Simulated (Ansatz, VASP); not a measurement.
Two plane-wave programs on NaCl

File INCAR:

```
PREC = Accurate ; ENCUT = 520
EDIFF = 1E-7 ; ISMEAR = -1
SIGMA = 0.05 ; LREAL = False
LASPH = True ; NELM = 80
ALGO = Normal ; ISIF = 2
LWAVE = False ; LCHARG = True
GGA = PE ; LELF = True
LVHAR = True ; NBANDS = 14
```

KPOINTS

```
regular mesh
0
Gamma
  8 8 8
```

File POSCAR:

```
NaCl
1.0
    0.0000000000      2.7940632177      2.7940632177
    2.7940632177      0.0000000000      2.7940632177
    2.7940632177      2.7940632177      0.0000000000
Cl Na
1 1
Direct
    0.5000000000      0.5000000000      0.5000000000
    0.0000000000      0.0000000000      0.0000000000
```

The input input.yaml:

```yaml
crystal:
  lattice:
    - [0.0, 2.7940632177, 2.7940632177]
    - [2.7940632177, 0.0, 2.7940632177]
    - [2.7940632177, 2.7940632177, 0.0]
  atoms:
    - { symbol: Cl, position: [0.5, 0.5, 0.5] }
    - { symbol: Na, position: [0.0, 0.0, 0.0] }
hamiltonian:
  xc: pbe
  pseudopotentials: { kind: paw }
kpoints:
  mp_grid: { grid: [8, 8, 8] }
scf:
  occupations: { method: fermi_dirac, width: 0.05 }
output:
  forces: true
  stress: true
  eigenvalues: true
  write_density: true
  write_potential: true
  elf: true
  volumetric_format: npy
```

The cell is a database's computed one.

Alike in both runs: task single point; functional PBE; k mesh 8 × 8 × 8; occupations fermi-dirac, width 0.05 eV; no spin polarisation.

|  | VASP | Ansatz |
| --- | --- | --- |
| version | VASP 6.6.1 | Ansatz 0.2.0 |
| potentials or method | VASP PAW PBE potentials, release 64 (Cl, Na_pv) | Ansatz PAW |
| plane-wave cutoff (eV) | 520 | 420 |
| valence electrons in the cell | 14 | 16 |

```tsv
	VASP	Ansatz	Ansatz less VASP
gap on the k mesh at the Fermi level (eV)	5.22	5.22	0.000
least direct gap on the mesh (eV)	5.22	5.22	0.000
pressure (GPa)	1.5	1.5	+0.03
```

The two sets of potentials don't hold the same shells in valence.

Expect the measured gap to be larger: semilocal functionals such as PBE lack the derivative discontinuity.
